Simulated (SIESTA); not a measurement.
Bi under changes of volume

One of the cells (33.614 Å³/atom); the others are scaled copies at fixed shape and fractional positions:

```xyz
2
Lattice="3.2384 0.0000 0.0000 0.0000 3.2216 0.0000 -0.0805 0.0000 6.4439" Properties=species:S:1:pos:R:3 pbc="T T T"
Bi    1.7022    0.0000    4.8302
Bi    1.4558    0.0000    1.6137
```

This isn't the form of Bi at room conditions, which is rhombohedral.

- Program: SIESTA 5.4.2
- Functional: LDA
- Potentials or basis: PseudoDojo 0.4 standard (LDA files)
- Basis: DZP (energy shift 0.003 Ry; two zetas on semicore shells)
- Grid cutoff: 500 Ry
- Energy shift: 0.003 Ry
- k mesh: 8 × 8 × 4
- Occupations: fermi-dirac, width 0.05 eV
- Spin: no spin polarisation

```tsv
volume (Å³/atom)	energy over the lowest point (meV/atom)	pressure (GPa)	largest force (eV/Å)
31.597	7.25	2.2	0.028
32.270	?	?	?
32.942	0.00	-0.3	0.018
33.614	3.61	-1.3	0.016
34.286	11.28	-2.3	0.014
34.959	22.60	-3.1	0.015
35.631	37.14	-3.8	0.018
```

Task: What does the run at 32.270 Å³/atom give?

Result: Energy over the lowest point 1.02 meV/atom; pressure 0.8 GPa; largest force 0.023 eV/Å.

Worked out: A Birch-Murnaghan fit of order 3 (a polynomial in V^(-2/3)) to the other rows has its minimum at 32.74 Å³/atom with B0 = V·E''(V) = 55 GPa and B' = 4.8 at fixed shape and positions, which overstates the stiffness. It gives 1.02 meV/atom at 32.270 Å³/atom, against the run's 1.02, and -dE/dV = 0.8 GPa, against 0.8.

Energies are extrapolated to zero smearing.

Caveats: the basis of atomic orbitals isn't converged, which shifts pressures, moduli and gaps.
